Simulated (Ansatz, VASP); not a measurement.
## Al: VASP beside Ansatz

Contents of INCAR:

```
SYSTEM = Al
PREC = Accurate ; ENCUT = 520
EDIFF = 1E-6 ; ISMEAR = -1
SIGMA = 0.08 ; LREAL = .FALSE.
LASPH = .TRUE. ; NELM = 60
ALGO = Normal ; ISIF = 2
LWAVE = .FALSE. ; LCHARG = .FALSE.
GGA = CA ; NBANDS = 8
```

The input KPOINTS:

```
Automatic mesh
0
G
  16 16 16
  0 0 0
```

File POSCAR:

```
Al
1.0
    0.0000000000      1.6608963563      1.6608963563
    1.6608963563      0.0000000000      1.6608963563
    1.6608963563      1.6608963563      0.0000000000
Al
1
Direct
    0.0000000000      0.0000000000      0.0000000000
```

Input for Ansatz:

```yaml
crystal:
  lattice:
    - [0.0, 1.6608963563, 1.6608963563]
    - [1.6608963563, 0.0, 1.6608963563]
    - [1.6608963563, 1.6608963563, 0.0]
  atoms:
    - { symbol: Al, position: [0.0, 0.0, 0.0] }
kpoints:
  mp_grid: { grid: [16, 16, 16] }
scf:
  occupations: { method: fermi_dirac, width: 0.08 }
hamiltonian:
  xc: lda
  pseudopotentials: { kind: all_electron, lapw: { basis_error: 0.001 } }
output:
  forces: true
  stress: true
  eigenvalues: true
  populations: true
```

Change from the starting cell: volume scaled by 0.58, LAPW.

Alike in both runs: task single point; functional LDA; k mesh 16 × 16 × 16; occupations fermi-dirac, width 0.08 eV; no spin polarisation.

|  | VASP | Ansatz |
| --- | --- | --- |
| version | VASP 6.6.1 | Ansatz 0.2.0 |
| potentials or method | VASP PAW LDA potentials, release 64 (Al) | all-electron LAPW, scalar-relativistic |
| plane-wave cutoff (eV) | 520 | see its input |

Ansatz gave:

* pressure (GPa): 146.0

Problem. Which values does VASP return?

Solution. Pressure (GPa): 148.7.

Ansatz ran all-electron here, so the differences hold the error of VASP's frozen core and of both bases.

Caveats: the cell as given lies far from equilibrium; so large a pressure means that the cell lies far from this level's equilibrium, or that cutoff or potentials fall short (VASP).
